## The band gap and how it was computed

The band gap is the energy between the highest filled and the lowest empty electron level of a crystal. The least direct gap is the smallest such distance at one and the same electron wave vector. Both were computed for SnSe with seven levels of theory, all with the atoms in the same places, so differences between rows come from the electronic calculation and not from relaxation. The cell was built from the measured structure and then relaxed with r2SCAN+rVV10.

The choice of method changes the gap threefold, from about 0.6 to 1.8 eV. Mixing in a quarter of exact exchange at all distances opens it by about 0.9 eV, and about half of that comes from exchange at long range. Spin-orbit coupling (SOC), tried with PBE, lowers the gap by only about 0.03 eV.

Band gaps of SnSe (space group Pnma, 8 atoms per cell) from plane-wave PAW calculations with Ansatz 0.2.0, without spin polarisation, all at the geometry relaxed with r2SCAN+rVV10. The k mesh is 2×6×6 or 2×4×4, depending on the level of theory, and gaps are the smallest found over the mesh and selected extra k points.

```
level of theory  band gap (eV)  least direct gap (eV)
            PBE          0.637                  0.909
         r2SCAN          0.918                  1.198
          HSE06          1.061                  1.338
        PBE+SOC          0.605                  0.875
           PBE0          1.539                  1.812
            LDA          0.565                  0.861
        r2SCAN0          1.767                  2.069
```

## The tempting answer: only the fraction counts

HSE06, PBE0 and r2SCAN0 are hybrids: each replaces a quarter of its approximate exchange by exact exchange, at least between nearby electrons. These three have the largest gaps, so it is tempting to say that the fraction of exact exchange sets the gap. A fit of this idea to the six rows without SOC misses HSE06 by 0.4 eV.

Two comparisons show why it fails. PBE0 and HSE06 contain the same fraction, yet their gaps differ by 0.48 eV. r2SCAN contains no exact exchange, yet it achieves two thirds of the opening from PBE to HSE06. The range of the exchange and the functional it is mixed into must therefore matter too.

## Why range matters

HSE06 keeps exact exchange between nearby electrons and screens it at long range; PBE0 keeps it at all distances. If the screening length became infinite, HSE06 would turn into PBE0. If it shrank to zero, HSE06 would turn into PBE. A hybrid with intermediate screening should lie between these limits, as HSE06 does.

Exact exchange lowers a filled state through its overlap with all filled states. An empty state has much less of this overlap and is lowered less. PBE exchange instead acts through one potential for both, so replacing part of it by exact exchange should push the two edges apart. From HSE06 to PBE0, on the same grid of wave vectors, the filled edge indeed falls by 0.29 eV and the empty edge rises by 0.31 eV. Together that is 0.60 eV, more than the 0.48 eV between the tabulated gaps, which are read at band edges that this grid misses. The mismatch may reflect an error in the PBE0 gap, discussed at the end, or a real difference between the states at the two sets of wave vectors.

The size can be bounded roughly. The long-range interaction has the form $\mathrm{erf}(\omega r)/r$, where $r$ is the distance between electrons and $\omega$ the inverse screening length. It is never larger than its value at contact, $2\omega/\sqrt{\pi}$. With full overlap for the filled state, none for the empty one and equal PBE terms for both, a fraction $a$ opens the gap by at most

$$a\,\frac{2\omega}{\sqrt{\pi}}.$$

With $a=0.25$ and $\omega\approx0.11$ per bohr this is about 0.03 hartree, or 0.8 eV. The computed opening is smaller, as it should be for real states with imperfect overlap, but of the same order.

## Why r2SCAN opens the gap without exact exchange

r2SCAN uses the kinetic-energy density, which depends on how strongly the orbitals vary in space. Its exchange and correlation therefore act on a state's gradient as well as on its position. Two states in the same region can feel them differently, which a PBE potential does not allow. This permits a wider gap but does not require one. The table shows that for SnSe it is wider by 0.28 eV, without telling how much of that comes from this freedom.

## Do the effects add or multiply?

r2SCAN0 combines both ingredients, which makes it a test. If each ingredient multiplied the gap, the ratio of PBE0 to PBE would carry over to r2SCAN and give 2.2 eV. If the effects add, the difference carries over instead:

$$0.918+(1.539-0.637)=1.820\ \text{eV}.$$

The computed gap is 1.767 eV. Addition is therefore off by 0.05 eV and multiplication by 0.45 eV. The r2SCAN0 value played no part in either prediction.

Addition should be too generous, because a hybrid keeps only three quarters of its approximate exchange. If r2SCAN's lead over PBE came from exchange alone, three quarters of it would survive in the hybrids; if it came from correlation alone, all of it would. These two cases are not limits: if exchange widens the gap while correlation narrows it, less than three quarters should survive. About four fifths survives in the least gap and about nine tenths in the least direct gap. If short and long range share the opening as they do for PBE, r2SCAN0 with the screening of HSE06 should land roughly midway between r2SCAN and r2SCAN0.

## How far the numbers decide

If the mismatch above is an error and not a real difference between states, the PBE0 gap may be off by about 0.1 eV. Long-range exchange converges slowly with the grid of wave vectors, PBE0 was run on a coarser grid than PBE, and its band edges lie between the grid points, where unscreened exchange is expected to be least reliable. Such an error is therefore plausible, though untested, and the mismatch indicates its size without bounding it. The r2SCAN0 gap may carry a similar error. An error of that size is too small to rescue the fraction-only picture or multiplication. In the choice between plain addition and its three-quarter correction it would cancel if PBE0 and r2SCAN0 share it, which is untested. The choice stays open in any case: the least gap favours the correction, while for the least direct gap addition is 0.03 eV too high and the correction 0.04 eV too low.

For practical use, the word "hybrid" beside a computed gap is not enough: here it covers 1.06 to 1.77 eV. The functional and its screening belong with the number. No measured gap is compared here, so the table does not say which level is best. LDA and PBE usually give gaps that are too small, and PBE0 often gives too large ones for semiconductors that screen well. The comparisons are printed below.

Printed output of the fit:

```
Direct gap against least gap:
      row  exact-exchange fraction  direct minus least gap in eV
      PBE                        0                         0.272
   r2SCAN                        0                          0.28
    HSE06                     0.25                         0.277
  PBE+SOC                        0                          0.27
     PBE0                     0.25                         0.273
      LDA                        0                         0.296
  r2SCAN0                     0.25                         0.302
fit of rung_band_gap on 6 rows (soc < 0.5): constant 0.7067 +/- 0.17, coefficient of ax 2.996 +/- 0.94; rms 0.234, worst HSE06 0.395, leave-one-out rms 0.351
  rows outside the fit (model, value, miss): PBE+SOC 0.7067, 0.605, 0.102
PBE minus LDA, eV: 0.072
r2SCAN minus PBE, eV: 0.281
HSE06 minus PBE (short-range exact exchange), eV: 0.424
PBE0 minus HSE06 (long-range exact exchange), eV: 0.478
PBE0 minus PBE, eV: 0.902
Long-range share of the step from PBE to PBE0, percent: 52.99
Step PBE to r2SCAN as share of step PBE to HSE06, percent: 66.27
r2SCAN0 minus r2SCAN, eV: 0.849
r2SCAN0 if effects multiply, eV: 2.218
Its miss (prediction less table), eV: 0.4509
r2SCAN0 if effects add, eV: 1.82
Its miss (prediction less table), eV: 0.053
r2SCAN0 if three quarters of the r2SCAN lead survive, eV: 1.75
Its miss (prediction less table), eV: -0.01725
r2SCAN0 minus PBE0, eV: 0.228
Surviving part of the r2SCAN lead over PBE, percent: 81.14
Filled edge on the mesh, PBE0 minus HSE06, eV: -0.2901
Empty edge on the mesh, PBE0 minus HSE06, eV: 0.3067
Gap on the mesh, PBE0 minus HSE06, eV: 0.5968
Rough ceiling for long-range opening, eV: 0.8444
PBE+SOC minus PBE in the table, eV: -0.032
PBE+SOC minus PBE on the same mesh (further outputs), eV: -0.02598
```
